Scalar-relativistic PBE levels of a relaxed ten-plane HfSi2 (010) slab, from Ansatz 0.2.0 with PAW, no spin polarisation, a 420 eV cutoff, a 10x10x1 k mesh, 0.1 eV Gaussian smearing and a dipole correction. Levels b lie below and a above the Fermi level, numbered outward from it. Weights are Loewdin shares on the two outer planes of both faces together, not renormalised.

```
point label  point a (reciprocal cell vectors)  point b (reciprocal cell vectors)  level b1 from the Fermi level (eV)  outer orbital weight b1  level b2 from the Fermi level (eV)  outer orbital weight b2  level a1 from the Fermi level (eV)  outer orbital weight a1
          X                             0.5000                             0.0000                              -0.170                    0.180                              -0.230                    0.290                               0.320                    0.660
    between                             0.4167                             0.0000                              -0.010                    0.770                              -0.250                    0.790                               0.310                    0.410
    between                             0.3333                             0.0000                              -0.340                    0.650                              -0.490                    0.580                               0.400                    0.630
    between                             0.2500                             0.0000                              -0.310                    0.440                              -0.640                    0.510                               0.210                    0.380
    between                             0.1667                             0.0000                              -0.170                    0.860                              -0.270                    0.420                               0.200                    0.380
    between                             0.0833                             0.0000                              -0.050                    0.740                              -0.840                    0.540                               0.480                    0.810
          G                             0.0000                             0.0000                              -0.300                    0.690                              -1.230                    0.390                               0.070                    0.800
    between                             0.0000                             0.0833                              -0.110                    0.720                              -0.950                    0.420                               0.490                    0.810
    between                             0.0000                             0.1667                              -0.510                    0.460                              -0.960                    0.480                               0.280                    0.730
    between                             0.0000                             0.2500                              -0.220                    0.480                              -0.810                    0.390                               0.050                    0.620
    between                             0.0000                             0.3333                              -0.050                    0.470                              -0.140                    0.550                               0.120                    0.460
    between                             0.0000                             0.4167                               0.000                    0.770                              -0.020                    0.290                               0.010                    0.630
          Y                             0.0000                             0.5000                              -0.040                    0.230                              -0.100                    0.570                               0.160                    0.800
    between                             0.0833                             0.5000                              -0.090                    0.850                              -0.310                    0.550                               0.360                    0.300
    between                             0.1667                             0.5000                              -0.030                    0.740                              -0.330                    0.740                               0.310                    0.590
    between                             0.2500                             0.5000                              -0.030                    0.720                              -0.380                    0.850                               1.610                    0.430
    between                             0.3333                             0.5000                              -0.310                    0.800                              -0.390                    0.900                               2.110                    0.410
    between                             0.4167                             0.5000                              -0.350                    0.870                              -0.400                    0.930                               2.260                    0.580
          S                             0.5000                             0.5000                              -0.270                    0.910                              -0.400                    0.940                               2.480                    0.810
    between                             0.4167                             0.4167                              -0.230                    0.880                              -0.410                    0.900                               1.840                    0.390
    between                             0.3333                             0.3333                              -0.040                    0.800                              -0.180                    0.880                               1.400                    0.410
    between                             0.2500                             0.2500                              -0.220                    0.450                              -1.080                    0.320                               0.040                    0.730
    between                             0.1667                             0.1667                              -0.160                    0.390                              -0.560                    0.400                               0.420                    0.470
    between                             0.0833                             0.0833                              -0.860                    0.490                              -1.120                    0.740                               0.010                    0.700
```

## Sizes to remember

In this film of hafnium disilicide, just over a nanometre thick and with 48 valence electrons per surface cell, a count of electrons puts neighbouring levels at one point of the surface zone roughly 0.4 eV apart on average. The first level below the Fermi level and the first above it should then each typically lie about 0.2 eV from it. A state spread evenly through the film has about 0.4 of its weight on the counted outer planes. A weight near 0.9, as at S, marks a state that lives mostly at the surfaces.

Each row of the table belongs to one wave pattern along the surface, set by point a and point b. G is the centre of the zone, X and Y are the middles of its edges and S is its corner. The levels b1 and b2 are the first and second below the Fermi level, and a1 is the first above it. They are ranked by energy afresh in each row, so b1 in one row need not continue b1 in the next.

## Why a thin film has a ladder of levels

Once the pattern along the surface is fixed, an electron can still move across the film. The two faces reflect it, so only certain standing waves fit, each with its own energy. In a thick crystal these energies merge into continuous bands, whereas in a film of ten planes they stand apart. The distances between them thus belong to the film and not to the surface of a thick crystal.

A clamped string is the simpler system to think of. Doubling its length halves the distance between its overtones, and doubling the thickness of a film likewise about halves the distance between its levels. The comparison ends there, because a string has one regular series of overtones. The film has several series, one for each band, and they can cross.

## Counting the levels

The average spacing follows from the number of electrons and the volume they share. Let $N$ be the number of valence electrons per surface cell and $E_F$ the Fermi energy measured from the bottom of the valence band. For free electrons, the number of electrons with energies up to $E$ is $N(E/E_F)^{3/2}$. Its slope at $E_F$ is $3N/(2E_F)$ electrons per eV. Each level holds two electrons, so an average point of the zone has $3N/(4E_F)$ levels per eV, and their spacing is

$$d=\frac{4E_F}{3N}.$$

The Fermi level may fall anywhere between two rungs of this ladder. On average it lies halfway, which puts b1 at $-d/2$, b2 at $-3d/2$ and a1 at $+d/2$. Even on a perfect ladder, b1 in a single row could lie anywhere between zero and $-d$. The rule gives typical distances, not the course of a band.

## First worked row: halfway from G to Y

Hafnium and silicon each bring four valence electrons. The cell holds 4 Hf and 8 Si atoms, so $N=48$; the filled inner shells of hafnium are left out.

The surface cell measures 13.5 Å$^2$, and the outermost nuclei are 12.5 Å apart. Ten planes have nine gaps, and one more average gap is added for the room outside the two faces. The volume is then $13.5\times12.5\times10/9\approx187$ Å$^3$.

The free-electron formulas give

$$k_F=\left(\frac{3\pi^2\times48}{187}\right)^{1/3}\approx1.966\ \text{Å}^{-1},\qquad E_F=\frac{\hbar^2k_F^2}{2m}\approx14.7\ \text{eV},$$

and hence

$$d=\frac{4\times14.7}{3\times48}\approx0.41\ \text{eV}.$$

The estimates are $-0.20$ eV for b1, $-0.61$ eV for b2 and $+0.20$ eV for a1. At point a = 0 and point b = 0.25, the calculation gives $-0.22$, $-0.81$ and $+0.05$ eV. The close match of b1 is luck, since even a perfect ladder allows it anywhere between zero and $-0.41$ eV. The other two are off by 0.15 to 0.20 eV, which is no more than usual for the rule. Its constants come from counting and geometry and were not adjusted to any row.

The surface weight can be estimated by counting too. The outer planes of both faces together hold 5 of the 12 atoms, so an evenly spread state has a weight of $5/12\approx0.42$. In this row b1 has 0.48 and b2 has 0.39. Weights of this size are what an ordinary wave through the whole film would give, and they are no sign of a surface state.

## Second worked row: the corner S

The rule gives the same values at S, because it does not depend on the point of the zone. Below the Fermi level b1 comes close, at $-0.27$ eV, but this is probably chance, since b1 is not a wave spread evenly through the film. Above, the rule fails: a1 lies at 2.48 eV where the rule puts it at 0.20 eV. The weights fail as well, since b1 and b2 have more than 0.9 on the outer planes.

Both failures can have one origin. The ladder assumes that waves of every energy near the Fermi level can travel through the film. For some patterns along the surface, however, the bands of the crystal leave a range of energies empty. No travelling wave supplies a rung there, and a state that does lie in that range must fade away from the face that holds it.

This picture of a surface state fits what happens at S. The table shows the empty range and the high outer weights, but the link between them is an inference. Testing it would take the bands of the bulk crystal for the same pattern along the surface. If bulk waves exist at the energies of b1 and b2, these states are surface resonances, which leak into the interior. In either case the film remains a metal, because bands cross the Fermi level at other points of the zone.

## How good the rule is

The averages come out well. Over all rows, b1 lies on average at $-0.20$ eV, as estimated, and b2 at $-0.52$ eV instead of $-0.61$ eV. Away from S, a1 averages 0.24 eV. A simple count thus gives the scale of the level distances, although agreement on an average does not make this compound a free-electron metal. Where a narrow d band crosses the Fermi level, as in palladium, the levels lie much closer together than this count says.

Single rows are much less certain. The typical (root-mean-square) miss is 0.19 eV for b1, about as large as the estimate itself, and 0.36 eV for b2. Part of this scatter is built into the rule, since the Fermi level can fall anywhere between two rungs. Another part can come from levels of different mirror symmetry, which may cross and so form close pairs with wide spaces beside them.

The real levels are far from an even ladder: the step from b1 to b2 runs from 0.02 to 0.93 eV. It averages 0.32 eV, less than the estimated 0.41 eV. Smaller steps bring b1 closer to the Fermi level on average, whereas uneven steps push it away, because the Fermi level falls more often into a wide step than into a narrow one. The good average of b1 may therefore owe something to two errors that cancel. Levels placed at random with the estimated density would put b1 on average at $-d$ instead of $-d/2$, and that estimate has a larger typical miss, 0.28 eV. The printed output below makes this comparison, which tests the average distances and not the evenness of the steps.

The count of atoms is a baseline for the weights, not a forecast for each level. Away from S, the average weights of b1, b2 and a1 lie between 0.50 and 0.61, above the even share of 0.42. Broken bonds at the two faces may place extra surface states near the Fermi level, but this cause is untested here. The mix of atoms matters too: two of the four hafnium atoms lie in the outer planes, so a level made only of hafnium orbitals would have an even share of one half. Single weights in these rows run from 0.18 to 0.86. Low values need care, because a level that spills into the vacuum loses part of its counted weight.

## Where to stop using it

The ladder breaks down for a1 in the six rows nearest S, where this level lies between 1.4 and 2.5 eV. In the other rows it stays below 0.5 eV. This boundary was drawn after looking at the results, so another compound would need its own. The warning sign is a wide empty range next to levels with high outer weight.

Very small distances deserve little trust. At point a = 0 and point b = 0.4167, b1 and a1 lie within 0.01 eV of the Fermi level, far inside the smearing of 0.1 eV, and both are partly filled. Spin-orbit coupling, which the calculation leaves out, can shift hafnium d levels by tenths of an eV. That is as much as the distances estimated here, so the order of levels close to the Fermi level is uncertain.

Surface levels carry further doubts. The atoms of this slab were relaxed but not allowed to rearrange into a larger surface pattern, which could move or remove such levels. The run also warned that its exchange-correlation potential is rough where the electron density is thin, so levels that reach far into the vacuum are less certain.

For a film of the same compound with the same faces but twice the thickness, the argument gives half the spacing, about 0.2 eV. An evenly spread state would have only $5/24\approx0.21$ of its weight on the outer planes. A true surface state would keep its high weight, because it does not reach into the added material. Thickening the film is therefore a good way to tell the two kinds of state apart.

Numerical output:

```
free-electron Fermi energy above the band bottom, eV: 14.73
estimated level spacing d at one k-point, eV: 0.4091
rule for b1 (a1 has the opposite sign), eV: -0.2046
rule for b2, eV: -0.6137
mean computed b1, all rows, eV: -0.2029
mean computed b2, all rows, eV: -0.5204
mean computed a1, 18 rows away from S, eV: 0.2356
mean computed a1, 6 rows near S, eV: 1.95
rms miss of the rule for b1, all rows, eV: 0.1902
rms miss of the rule for b2, all rows, eV: 0.3554
rms miss of the rule for a1, away from S, eV: 0.1601
rows of 24 with b1 within 0.25 eV of the rule: 22
rows of 24 with b2 within 0.25 eV of the rule: 10
rows of 18 away from S with a1 within 0.25 eV of the rule: 16
rms miss for b1 if levels were placed at random (-d), eV: 0.2805
rms miss for b2 if levels were placed at random (-2d), eV: 0.4543
outer weight of an evenly spread state: 0.4167
mean outer weight of b1 away from S: 0.5767
mean outer weight of b2 away from S: 0.4983
mean outer weight of a1 away from S: 0.6061
mean outer weight of b1 near S: 0.83
mean outer weight of b2 near S: 0.9
mean outer weight of a1 near S: 0.505
halfway G to Y, rule less computed b1, eV: 0.01543
halfway G to Y, rule less computed b2, eV: 0.1963
halfway G to Y, rule less computed a1, eV: 0.1546
at S, rule less computed a1, eV: -2.275
at S, distance from b1 to a1, eV: 2.75
```
